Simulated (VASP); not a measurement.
Method: LDA (Ceperley-Alder, Perdew-Zunger), VASP's LDA PAW potentials (set 64) (plane waves; VASP).

A VASP calculation is set up with these files.

POSCAR:
```
CsI
1
    3.8434422551     0.0000000000     0.0000000000
    0.0000000000     3.8434422551     0.0000000000
    0.0000000000     0.0000000000     3.8434422551
Cs I
1 1
Direct
  0.0000000000   0.0000000000   0.0000000000
  0.5000000000   0.5000000000   0.5000000000
```

**KPOINTS**
```
Automatic mesh
0
Gamma
7 7 7
0 0 0
```

INCAR:
```
SYSTEM  =  CsI
PREC  =  Accurate; ENCUT  =  500; LREAL  =  .FALSE.
LASPH  =  .TRUE.
EDIFF  =  1E-6; NELM  =  100; ALGO  =  Normal
LMAXMIX  =  4
ISMEAR  =  0; SIGMA  =  0.05
IBRION  =  2; NSW  =  40; ISIF  =  3
EDIFFG  =  -0.02; PSTRESS  =  300
LWAVE  =  .FALSE.; LCHARG  =  .FALSE.
```

POTCAR, in this order: Cs_sv I (LDA.64 set). Program: vasp_std.

Output

File OSZICAR:
```
       N       E                     dE             d eps       ncg     rms          rms(c)
DAV:   1     0.858840354251E+02    0.85884E+02   -0.68818E+03   480   0.114E+03
DAV:   2     0.131617478210E+00   -0.85752E+02   -0.79776E+02   664   0.180E+02
DAV:   3    -0.507634182996E+01   -0.52080E+01   -0.51781E+01   600   0.486E+01
DAV:   4    -0.512743130676E+01   -0.51089E-01   -0.51066E-01   540   0.597E+00
DAV:   5    -0.512808610087E+01   -0.65479E-03   -0.65474E-03   592   0.665E-01    0.356E+00
DAV:   6    -0.501838282138E+01    0.10970E+00   -0.14116E-01   520   0.240E+00    0.234E+00
DAV:   7    -0.499408182723E+01    0.24301E-01   -0.12387E-01   564   0.219E+00    0.680E-01
DAV:   8    -0.499340709076E+01    0.67474E-03   -0.13922E-02   528   0.863E-01    0.226E-01
DAV:   9    -0.499340612874E+01    0.96202E-06   -0.55214E-04   608   0.182E-01    0.173E-01
DAV:  10    -0.499335104076E+01    0.55088E-04   -0.33559E-04   544   0.114E-01    0.108E-01
DAV:  11    -0.499333936748E+01    0.11673E-04   -0.34982E-05   572   0.475E-02    0.269E-02
DAV:  12    -0.499333836115E+01    0.10063E-05   -0.15770E-06   428   0.868E-03    0.211E-02
DAV:  13    -0.499333702698E+01    0.13342E-05   -0.47814E-06   536   0.134E-02    0.297E-03
DAV:  14    -0.499333703780E+01   -0.10817E-07   -0.25349E-07   304   0.377E-03
   1 F= 0.56376051E+01 E0= 0.56376051E+01  d E =0.563761E+01
       N       E                     dE             d eps       ncg     rms          rms(c)
DAV:   1    -0.692829417231E+01   -0.19350E+01   -0.10818E+02   508   0.723E+01    0.163E+01
DAV:   2    -0.311139468711E+01    0.38169E+01   -0.44393E+00   508   0.152E+01    0.621E+00
DAV:   3    -0.185747817303E+01    0.12539E+01   -0.30338E+00   488   0.109E+01    0.386E+00
DAV:   4    -0.184749770772E+01    0.99805E-02   -0.41964E-02   524   0.160E+00    0.171E+00
DAV:   5    -0.183783426570E+01    0.96634E-02   -0.26133E-02   516   0.106E+00    0.402E-01
DAV:   6    -0.183767277391E+01    0.16149E-03   -0.62862E-04   556   0.219E-01    0.169E-01
DAV:   7    -0.183769123381E+01   -0.18460E-04   -0.37121E-05   548   0.558E-02    0.709E-02
DAV:   8    -0.183768812472E+01    0.31091E-05   -0.79246E-06   520   0.228E-02    0.135E-02
DAV:   9    -0.183768816725E+01   -0.42528E-07   -0.13024E-06   280   0.835E-03
   2 F= 0.62682953E+01 E0= 0.62684314E+01  d E =0.630690E+00
       N       E                     dE             d eps       ncg     rms          rms(c)
DAV:   1    -0.660871459444E+01   -0.47710E+01   -0.44219E+01   508   0.400E+01    0.757E+00
DAV:   2    -0.489653459882E+01    0.17122E+01   -0.21332E+00   496   0.103E+01    0.346E+00
DAV:   3    -0.431677093834E+01    0.57976E+00   -0.17079E+00   492   0.811E+00    0.239E+00
DAV:   4    -0.431711388603E+01   -0.34295E-03   -0.21412E-02   552   0.111E+00    0.221E+00
DAV:   5    -0.431248520303E+01    0.46287E-02   -0.25927E-03   532   0.372E-01    0.710E-01
DAV:   6    -0.431134053929E+01    0.11447E-02   -0.98336E-04   512   0.222E-01    0.194E-01
DAV:   7    -0.431117406730E+01    0.16647E-03   -0.15128E-04   504   0.882E-02    0.996E-02
DAV:   8    -0.431112016869E+01    0.53899E-04   -0.91151E-05   560   0.642E-02    0.641E-02
DAV:   9    -0.431111101402E+01    0.91547E-05   -0.10153E-05   524   0.222E-02    0.252E-02
DAV:  10    -0.431110835188E+01    0.26621E-05   -0.10332E-05   524   0.217E-02    0.236E-03
DAV:  11    -0.431110838262E+01   -0.30735E-07   -0.77026E-07   252   0.669E-03
   3 F= 0.54770260E+01 E0= 0.54770260E+01  d E =-.160579E+00
       N       E                     dE             d eps       ncg     rms          rms(c)
DAV:   1    -0.426713984499E+01    0.43969E-01   -0.30699E-02   516   0.110E+00    0.211E-01
DAV:   2    -0.426597562929E+01    0.11642E-02   -0.14495E-03   488   0.264E-01    0.896E-02
DAV:   3    -0.426559927971E+01    0.37635E-03   -0.10788E-03   508   0.201E-01    0.508E-02
DAV:   4    -0.426559708261E+01    0.21971E-05   -0.16259E-05   512   0.306E-02    0.238E-02
DAV:   5    -0.426559555942E+01    0.15232E-05   -0.35257E-06   540   0.122E-02    0.364E-03
DAV:   6    -0.426559553411E+01    0.25317E-07   -0.10420E-07   244   0.280E-03
   4 F= 0.54763664E+01 E0= 0.54763664E+01  d E =-.161239E+00
```

OUTCAR:
```
------------------------ aborting loop because EDIFF is reached ----------------------------------------
  FORCE on cell =-STRESS in cart. coord.  units (eV):
  Direction    XX          YY          ZZ          XY          YZ          ZX
  --------------------------------------------------------------------------------------
  Total        9.7056456      9.7056456      9.7056456      0.0000000      0.0000000      0.0000000
  in kB      298.8816513    298.8816513    298.8816513      0.0000000      0.0000000      0.0000000
  external PRESSURE =      -1.1183487 kB  Pullay stress =     300.0000000 kB
  volume of cell :       52.03
      direct lattice vectors                 reciprocal lattice vectors
     3.733177034  0.000000000  0.000000000     0.267868357  0.000000000 -0.000000000
    -0.000000000  3.733177034 -0.000000000    -0.000000000  0.267868357  0.000000000
     0.000000000 -0.000000000  3.733177034    -0.000000000  0.000000000  0.267868357
 POSITION                                       TOTAL-FORCE (eV/Angst)
 -----------------------------------------------------------------------------------
      0.00000      0.00000      0.00000         0.000000     -0.000000      0.000000
      1.86659      1.86659      1.86659        -0.000000      0.000000      0.000000
 -----------------------------------------------------------------------------------
    total drift:                               -0.000000      0.000000      0.000000
  FREE ENERGIE OF THE ION-ELECTRON SYSTEM (eV)
  ---------------------------------------------------
  free  energy   TOTEN  =        -4.2655955341 eV

  energy  without entropy=       -4.2655955341  energy(sigma->0) =       -4.26559553
  enthalpy is  TOTEN    =         5.4763664072 eV   P V=        9.7419619413

 reached required accuracy - stopping structural energy minimisation
```
(Selected blocks of OUTCAR.)

**CONTCAR**
```
CsI
   1.00000000000000
     3.7331770338176189    0.0000000000000000    0.0000000000000000
    -0.0000000000000000    3.7331770338176189   -0.0000000000000000
     0.0000000000000000   -0.0000000000000000    3.7331770338176189
  Cs              I
     1     1
Direct
     0.0000000000000000    0.0000000000000000    0.0000000000000000
     0.5000000000000000    0.5000000000000000    0.5000000000000000
```

Energy and stress use the plane-wave basis of the starting cell.

The compound is CsI in the CsCl type structure. This run relaxes it under an external pressure of 30 GPa. Symmetry was kept, so distortions that lower it aren't found.
